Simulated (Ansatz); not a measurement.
# CoSi (P2_13): magnetic orders compared, part 2 of 2

Aim: at the geometry relaxed with parallel moments, start CoSi (P2_13) in several magnetic orders and compare their energies.

Ansatz 0.2.0; DFT PBE, scalar-relativistic, plane waves, PAW.

## Step 5: Antiferromagnetic, propagation vector (1/2, 1/2, 1/2)

The COD entry's cell or inner coordinates are ideal or old and differ from later refinements, so a difference from it is no clean test against experiment.

Contents of input.yaml:

```yaml
crystal:
  lattice:
    - [0.0, 4.4307937177, 4.4307937177]
    - [4.4307937177, 0.0, 4.4307937177]
    - [4.4307937177, 4.4307937177, 0.0]
  atoms:
    - { symbol: Co, position: [0.0725144904, 0.0725144904, 0.0725144904], spin: 1.5 }
    - { symbol: Co, position: [0.5725144904, 0.0725144904, 0.2824565287], spin: 1.5 }
    - { symbol: Co, position: [0.2824565287, 0.5725144904, 0.0725144904], spin: 1.5 }
    - { symbol: Co, position: [0.0725144904, 0.2824565287, 0.5725144904], spin: 1.5 }
    - { symbol: Si, position: [0.421582961, 0.421582961, 0.421582961] }
    - { symbol: Si, position: [-0.078417039, 0.421582961, 0.2352511169] }
    - { symbol: Si, position: [0.2352511169, -0.078417039, 0.421582961] }
    - { symbol: Si, position: [0.421582961, 0.2352511169, -0.078417039] }
    - { symbol: Co, position: [0.5725144904, 0.5725144904, 0.5725144904], spin: -1.5 }
    - { symbol: Co, position: [1.0725144904, 0.5725144904, 0.7824565287], spin: -1.5 }
    - { symbol: Co, position: [0.7824565287, 1.0725144904, 0.5725144904], spin: -1.5 }
    - { symbol: Co, position: [0.5725144904, 0.7824565287, 1.0725144904], spin: -1.5 }
    - { symbol: Si, position: [0.921582961, 0.921582961, 0.921582961] }
    - { symbol: Si, position: [0.421582961, 0.921582961, 0.7352511169] }
    - { symbol: Si, position: [0.7352511169, 0.421582961, 0.921582961] }
    - { symbol: Si, position: [0.921582961, 0.7352511169, 0.421582961] }
basis:
  ecutwfc: 420
  ecutrho_ratio: 4
kpoints:
  mp_grid: { grid: [6, 6, 6] }
hamiltonian:
  xc: pbe
scf:
  occupations: { method: gaussian, width: 0.05 }
  lower_state_search: "off"
output:
  forces: true
  stress: true
  eigenvalues: true
  populations: true
magnetization:
  spin_polarized: true
```

On the command line:

```bash
ansatz run input.yaml --threads 4 --pin off --max-ram 10240MiB --backend cpu --events-out ev --progress --plain --runs-dir out
```

The log of the run, shortened:

```text
Warning: RAYON_NUM_THREADS=4 ignored (pool sized by the plan → 4); use --threads N
[...]
Pseudopotentials: kind: paw
Pseudopotential: Co, paw, valence charge 17, recommended cutoff 420 eV (normal), Co.paw.azcp
Pseudopotential: Si, paw, valence charge 4, recommended cutoff 420 eV (normal), Si.paw.azcp
Functional definition: PBE
[...]
Crystal: 16 atoms, lattice volume = 173.970 Å³
Basis set: ecut = 420 eV, 3479 PW (Γ), exchange–correlation on 90×90×90 points (8 copies of the dense FFT grid, shifted against one another)
Bands: 108, of which v1, the nominal top of the filled ones, is band 84 counted from 1 (83 counted from 0)
Symmetry: 3 space group operations
Space group: R3 (ITA 146), of the structure as read, at distance tolerance 5.6e-5 Å
Magnetic group: BNS 146.12 (UNI 1242), of the structure as read, at distance tolerance 5.6e-5 Å
k-points: 40 of 216 (time reversal used)
[...]
Starting moments: Σ|m| = 12 μB on 8 of 16 sites
Starting magnetic order: antiferromagnet; a translation exchanges its spin sublattices: spin-degenerate at every k-point
[...]
WARN: the starting moments were not kept: the SCF closed with an absolute magnetisation of 6.4e-5 μB, where they sum to 12 μB in size (8 sites). That is at most 0.1 of that sum. Measured as dr2_m measures the in/out step, that magnetisation stands 7.6e-10 eV from none, at or under the [...]
  atom   5  Si     0.00143851     0.00143851     0.00143851
  atom   6  Si    -0.00143574    -0.00143764     0.00143593
  atom   7  Si     0.00143593    -0.00143574    -0.00143764
  atom   8  Si    -0.00143764     0.00143593    -0.00143574
[...]
--- Stress (GPa, compression-positive) ---
       -0.034633       0.000003       0.000003
        0.000003      -0.034633       0.000003
        0.000003       0.000003      -0.034633
  P = ⅓ Tr σ = -0.0346 GPa (-0.346 kbar)
--- Band table (eV; the first three rows and the last of 80) ---
[...]
--- Löwdin populations: 16 sites ---
  site symbol       q [e]    m [muB]
     0     Co     16.6331     0.0000
     1     Co     16.6331     0.0000
     2     Co     16.6331     0.0000
     3     Co     16.6331     0.0000
     4     Si      4.0957     0.0000
     5     Si      4.0957     0.0000
     6     Si      4.0957     0.0000
     7     Si      4.0957     0.0000
     8     Co     16.6331     0.0000
     9     Co     16.6331    -0.0000
    10     Co     16.6331    -0.0000
    11     Co     16.6331    -0.0000
    12     Si      4.0957    -0.0000
    13     Si      4.0957    -0.0000
    14     Si      4.0957    -0.0000
    15     Si      4.0957    -0.0000
  spilling = 0.012916 (of n_electrons = 168.000000)
```

It took 2 min on 4 threads of Arm Neoverse V2, shared host; peak memory 1.5 GiB.

Result: volume 10.873 Å³/atom, pressure -0.03 GPa, no gap, no moment left.

In this order, neighbours among magnetic atoms: 3 of 6 parallel, 6 of 18 parallel (shell by shell, nearest first).

## Step 6: No spin polarisation

Contents of input.yaml:

```yaml
crystal:
  lattice:
    - [4.4307937177, 0.0, 0.0]
    - [0.0, 4.4307937177, 0.0]
    - [0.0, 0.0, 4.4307937177]
  atoms:
    - { symbol: Co, position: [0.1450289809, 0.1450289809, 0.1450289809] }
    - { symbol: Co, position: [0.3549710191, 0.8549710191, 0.6450289809] }
    - { symbol: Co, position: [0.6450289809, 0.3549710191, 0.8549710191] }
    - { symbol: Co, position: [0.8549710191, 0.6450289809, 0.3549710191] }
    - { symbol: Si, position: [0.8431659221, 0.8431659221, 0.8431659221] }
    - { symbol: Si, position: [0.6568340779, 0.1568340779, 0.3431659221] }
    - { symbol: Si, position: [0.3431659221, 0.6568340779, 0.1568340779] }
    - { symbol: Si, position: [0.1568340779, 0.3431659221, 0.6568340779] }
basis:
  ecutwfc: 420
  ecutrho_ratio: 4
kpoints:
  mp_grid: { grid: [8, 8, 8] }
hamiltonian:
  xc: pbe
scf:
  occupations: { method: gaussian, width: 0.05 }
output:
  forces: true
  stress: true
  eigenvalues: true
```

On the command line:

```bash
ansatz run input.yaml --threads 4 --pin off --max-ram 10240MiB --backend cpu --events-out ev --progress --plain --runs-dir out
```

The log of the run, shortened:

```text
Warning: RAYON_NUM_THREADS=4 ignored (pool sized by the plan → 4); use --threads N
[...]
[... 4 set-up lines as earlier in the session ...]
[...]
Crystal: 8 atoms, lattice volume = 86.985 Å³
Basis set: ecut = 420 eV, 1743 PW (Γ), exchange–correlation on 60×60×60 points (8 copies of the dense FFT grid, shifted against one another)
Bands: 51, of which v1, the nominal top of the filled ones, is band 42 counted from 1 (41 counted from 0)
Symmetry: 12 space group operations
Space group: P213 (ITA 198), of the structure as read, at distance tolerance 4.4e-5 Å
k-points: 45 of 512 (time reversal used)
[...]
SCF converged after 7 iterations
Free energy (F): -23052.690676 eV
[...]
E sigma→0 (E₀):  -23052.689618 eV
Entropy (-TS):   -0.002116 eV (-0.265 meV/atom)
Fermi energy:    16.689001 eV
[...]
--- Forces (eV/Å), atoms counted from 1 ---
  atom   1  Co    -0.00032562    -0.00032562    -0.00032562
  atom   2  Co     0.00032562     0.00032562    -0.00032562
  atom   3  Co    -0.00032562     0.00032562     0.00032562
  atom   4  Co     0.00032562    -0.00032562     0.00032562
  atom   5  Si     0.00102121     0.00102121     0.00102121
  atom   6  Si    -0.00102121    -0.00102121     0.00102121
  atom   7  Si     0.00102121    -0.00102121    -0.00102121
  atom   8  Si    -0.00102121     0.00102121    -0.00102121
[...]
--- Stress (GPa, compression-positive) ---
       -0.032620      -0.000000       0.000000
       -0.000000      -0.032620       0.000000
        0.000000       0.000000      -0.032620
  P = ⅓ Tr σ = -0.0326 GPa (-0.326 kbar)
--- Band table (eV; the first three rows and the last of 45) ---
[...]
```

Run time: 4.5 s. Hardware: 4 threads of Arm Neoverse V2, shared host; peak memory 0.45 GiB.

This gives: volume 10.873 Å³/atom, pressure -0.03 GPa, a metal on this mesh.

## Step 7: Comparison

Orders of one name are numbered as they were run above.

```csv
order,above the lowest (meV/atom),largest moment (μB),pressure (GPa),gap on the mesh (eV),order kept
ferromagnetic,0.0,0.00,0.0,0.00,no
"ferrimagnetic, in the cell as typed",0.0,0.00,0.0,0.00,no
"antiferromagnetic, in the cell as typed",0.0,0.00,0.0,0.00,no
"antiferromagnetic, propagation vector (1/2, 1/2, 1/2)",0.0,0.00,0.0,0.00,no
no spin polarisation,0.0,0.00,0.0,0.00,yes
```

The first row is the run of the earlier session that started with parallel moments (-2881.5862 eV/atom). A larger cell is measured against the parallel state in that same cell where that was run, so that mesh errors cancel.

The work goes on in this order: no spin polarisation, the lowest.

## Step 8: Seeking zero pressure in the chosen order

Edit input.yaml of step 6 so:

```diff
@@ -27 +27,5 @@
   eigenvalues: true
+relax:
+  f_tol: 0.01
+  max_steps: 30
+  cell: { stress_tol: 0.05 }
```

On the command line:

```bash
ansatz run input.yaml --threads 4 --pin off --max-ram 10240MiB --backend cpu --events-out ev --progress --plain --runs-dir out
```

The log of the run, shortened:

```text
Warning: RAYON_NUM_THREADS=4 ignored (pool sized by the plan → 4); use --threads N
[...]
[... 4 set-up lines as earlier in the session ...]
[...]
Crystal: 8 atoms, lattice volume = 86.985 Å³
Basis set: ecut = 420 eV, 1743 PW (Γ), exchange–correlation on 60×60×60 points (8 copies of the dense FFT grid, shifted against one another)
Bands: 51, of which v1, the nominal top of the filled ones, is band 42 counted from 1 (41 counted from 0)
[... 2 set-up lines as earlier in the session ...]
k-points: 45 of 512 (time reversal used)
[...]
--- Relaxed structure (1 steps of the walk, 1 accepted, 1 SCFs on fresh bases) ---
  F+E_penalty+E_count = -23052.69067576 eV   max|allowed force component| = 1.018e-3 eV/Å   (the final SCF, on the basis selected at the relaxed cell)
  cell:  # Å, volume = 86.9850 Å³
    - [4.4307937177, 0.0, 0.0]
    - [0.0, 4.4307937177, 0.0]
    - [0.0, 0.0, 4.4307937177]
  atoms:
    - { symbol: Co, position: [0.14502898090000002, 0.14502898090000002, 0.14502898090000002] }
    - { symbol: Co, position: [0.35497101910000006, 0.8549710191000001, 0.6450289809] }
    - { symbol: Co, position: [0.6450289809, 0.35497101910000006, 0.8549710191000001] }
    - { symbol: Co, position: [0.8549710191000001, 0.6450289809, 0.35497101910000006] }
    - { symbol: Si, position: [0.8431659221000001, 0.8431659221000001, 0.8431659221000001] }
    - { symbol: Si, position: [0.6568340779, 0.15683407790000004, 0.3431659221000001] }
    - { symbol: Si, position: [0.3431659221000001, 0.6568340779, 0.15683407790000004] }
    - { symbol: Si, position: [0.15683407790000004, 0.3431659221000001, 0.6568340779] }
```

It took 12 s on 4 threads of Arm Neoverse V2, shared host; peak memory 0.48 GiB.

Step by step:

```csv
step,energy from step 1 (meV/atom),largest force component (eV/Å),pressure (GPa),volume (Å³/atom)
1,0.0,0.001,-0.03,10.873
2,0.0,0.001,-0.03,10.873
```

Step 1 is the start. Step 2 repeats the geometry before it on a plane-wave basis chosen anew for the final cell, which leaves the energy as it was. The run keeps the 12 symmetry operations that it found, so it can't reach a distortion that breaks them.

Result: volume 10.873 Å³/atom, pressure -0.03 GPa, a metal on this mesh.

## Step 9: Outcome

What follows sums up all 2 parts.

| quantity | value |
| --- | --- |
| orders tried | 5 |
| lowest | no spin polarisation |
| largest moment there | 0.00 μB |
| volume in the chosen order | 10.87 Å³/atom at -0.03 GPa |

In words: Of the orders that kept their pattern, the lowest is: no spin polarisation. Where the order wasn't kept, moments died or turned during the run, so that row belongs to another state than the one started. Only these orders were tried, at zero temperature; the one found in experiment may not be among them. A run loses the moments it was seeded with; other starts can end magnetic.
